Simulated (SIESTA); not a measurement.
HfO2:

```
Hf O
1.0
     3.55802    0.00000    0.00000
     0.00000    3.55802    0.00000
     0.00000    0.00000    5.17186
Hf O
2 4
Direct
  0.00000 0.00000 0.00000
  0.50000 0.50000 0.50000
  0.00000 0.50000 0.19721
  0.50000 0.00000 0.30279
  0.50000 0.00000 0.80279
  0.00000 0.50000 0.69721
```

Measurements of this composition are mostly on another form, of space group No. 14.

Base run:

```yaml
Program: SIESTA 5.4.2
Functional: PBEsol
Potentials_or_basis: PseudoDojo 0.4 standard (PBEsol files)
Basis: DZP (energy shift 0.003 Ry; two zetas on semicore shells)
Grid_cutoff: 800 Ry
Energy_shift: 0.003 Ry
k_mesh: 8 × 8 × 5
Occupations: fermi-dirac, width 0.05 eV
Spin: no spin polarisation
```

Its results: band gap on the k mesh 4.51 eV, indirect (least direct gap 4.58 eV); pressure 4.1 GPa; largest force 0.238 eV/Å.

Q: The run is repeated on the same cell with these changes: functional from PBEsol to LDA; potentials or basis from PseudoDojo 0.4 standard (PBEsol files) to PseudoDojo 0.4 standard (LDA files). What comes out?

A: Band gap on the k mesh 4.44 eV, indirect (least direct gap 4.51 eV); pressure -3.4 GPa; largest force 0.158 eV/Å.

Caveats: short orbitals over semicore shells can move pressures by several GPa; spin-orbit coupling is left out, which moves the levels of the heavy elements; the basis of atomic orbitals isn't converged, which shifts pressures, moduli and gaps.

Not every run made on this cell is shown here.
